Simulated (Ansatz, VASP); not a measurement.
# SiC: VASP beside Ansatz

```xyz
2
Lattice="2.1584 2.1584 0.0000 -2.1584 2.1584 0.0000 0.0000 2.1584 2.1584" Properties=species:S:1:pos:R:3 pbc="T T T"
Si    0.0000    0.0000    0.0000
C     1.0792    3.2376    1.0792
```

Alike in both runs: task single point; functional LDA; k mesh 10 × 10 × 10; no spin polarisation.

```csv
,VASP,Ansatz
version,VASP 6.6.1,Ansatz 0.2.0
potentials or method,"VASP PAW LDA potentials, release 64 (Si, C), cutoff 520 eV","all-electron LAPW, scalar-relativistic"
occupations,"gaussian, width 0.01 eV",fixed
```

```tsv
	VASP	Ansatz	Ansatz less VASP
gap on the k mesh at the Fermi level (eV)	1.28	1.29	+0.013
pressure (GPa)	2.4	2.0	-0.45
```

Ansatz ran all-electron here, so the differences hold the error of VASP's frozen core and of both bases.

A k mesh can miss the band edges.
